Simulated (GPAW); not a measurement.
Crystal: LiH.

```xyz
2
Lattice="0.0000 2.0368 2.0368 2.0368 0.0000 2.0368 2.0368 2.0368 0.0000" Properties=species:S:1:pos:R:3 pbc="T T T"
Li    0.0000    0.0000    0.0000
H     2.0368    2.0368    2.0368
```

Program: GPAW 26.7.0. Alike in all runs: no spin polarisation; cell as given; cutoff (eV) 800.

Question: Order these runs on this cell by their band gap on the k mesh, lowest first.
A. level RPBE; potentials or basis the program's PAW data sets (release 1.2.1) made for this functional, pw; k mesh 11 × 11 × 11; smearing gaussian 0.1 eV
B. level TB-mBJ; potentials or basis GPAW PAW data sets for LDA (gpaw-data 1.2.1), pw; k mesh 12 × 12 × 12; smearing fermi-dirac 0.05 eV
C. level PBEsol; potentials or basis PAW data sets generated in the run's folder for this functional, pw; k mesh 11 × 11 × 11; smearing fermi-dirac 0.05 eV; band path GXWKGLUWLK,UX; band points 100
D. level r2SCAN; potentials or basis GPAW PAW data sets (gpaw-data 1.2.1), pw; k mesh 11 × 11 × 11; smearing fermi-dirac 0.02 eV
E. level BLYP; potentials or basis PAW data sets generated in the run's folder for this functional, pw; k mesh 11 × 11 × 11; smearing gaussian 0.01 eV; eigensolver davidson; band path GXWKGLUWLK,UX; band points 60

Answer: C (2.98 eV), A (3.35 eV), E (3.65 eV), D (3.85 eV), B (4.69 eV).

Caveats: an odd mesh through Γ misses points on the zone boundary, where band edges often lie (some runs); the mesh misses the band edges, which the band path finds closer together (some runs); a model potential gives levels but no total energy (some runs).

Not every run made on this cell is shown here.
